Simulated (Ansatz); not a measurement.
Theory: Ansatz, DFT PBE, scalar-relativistic, plane waves, PAW. All cells share a 420 eV cutoff and Γ-centred k meshes spaced at most about 0.3 Å⁻¹ (about 0.25 or finer for metals, 2π included). No spin polarisation.

All energies are static (0 K, no zero-point motion).

Two relaxed structures of TiTe2:

A.

```cif
data_structure
_symmetry_space_group_name_H-M 'I4/mmm'
_symmetry_Int_Tables_number 139
_cell_length_a 3.3822
_cell_length_b 3.3822
_cell_length_c 14.2520
_cell_angle_alpha 90.000
_cell_angle_beta 90.000
_cell_angle_gamma 90.000
_cell_volume 163.03
loop_
_atom_site_label
_atom_site_type_symbol
_atom_site_symmetry_multiplicity
_atom_site_Wyckoff_symbol
_atom_site_fract_x
_atom_site_fract_y
_atom_site_fract_z
_atom_site_occupancy
Ti1 Ti 2 a 0.00000 0.00000 0.00000 1
Te1 Te 4 e 0.50000 0.50000 0.12049 1
```

B.

```cif
data_structure
_symmetry_space_group_name_H-M 'P4/nmm:1'
_symmetry_Int_Tables_number 129
_cell_length_a 4.5180
_cell_length_b 4.5180
_cell_length_c 7.4513
_cell_angle_alpha 90.000
_cell_angle_beta 90.000
_cell_angle_gamma 90.000
_cell_volume 152.10
loop_
_atom_site_label
_atom_site_type_symbol
_atom_site_symmetry_multiplicity
_atom_site_Wyckoff_symbol
_atom_site_fract_x
_atom_site_fract_y
_atom_site_fract_z
_atom_site_occupancy
Ti1 Ti 2 c 0.00000 0.50000 0.76249 1
Te1 Te 2 a 0.00000 0.00000 0.00000 1
Te2 Te 2 c 0.00000 0.50000 0.37983 1
```

Question: Which is lower in energy, and by how much?

Answer: A is lower, by 114 meV/atom. A has space group I4/mmm (No. 139), 27.2 Å³/atom and no gap on its mesh; B has space group P4/nmm (No. 129), 25.3 Å³/atom and no gap. Counting Te atoms around Ti (those within 1.25 times the shortest such distance or 1.15 times the sum of covalent radii; a plus sign parts nearer from farther groups), A has Ti 8 and B has Ti 5+4. In A, Ti is surrounded by 8 Te at 2.94 Å and 4 Ti at 3.38 Å; Te has 4 Ti at 2.94 Å and 5 Te at 3.38–3.43 Å. In B, Ti is surrounded by 5 Te at 2.85–2.87 Å and 4 Te at 3.37 Å; around Te on a site of symmetry -4m2 lie 4 Ti at 2.87 Å, 4 Te at 3.19 Å and 4 Te at 3.62 Å; around Te on a site of symmetry 4mm lie 1 Ti at 2.85 Å, 4 Ti at 3.37 Å and 8 Te at 3.62–3.66 Å. Both come from invented guesses. The lowest form computed isn't among them: it has the cadmium iodide type, space group P-3m1 (No. 164), 28.4 Å³/atom, is reached from a cell as deposited in COD and lies 271 meV/atom below the best shown.

Weakly bound directions are ill-defined at this level, which has no dispersion term (I4/mmm), and this can change margins and order among such cells. Spin–orbit coupling, which can matter for Te, is left out. Cells relaxed within their symmetry can be saddle points. Some candidate types were left out of the draw beforehand, so a known form may be missing.
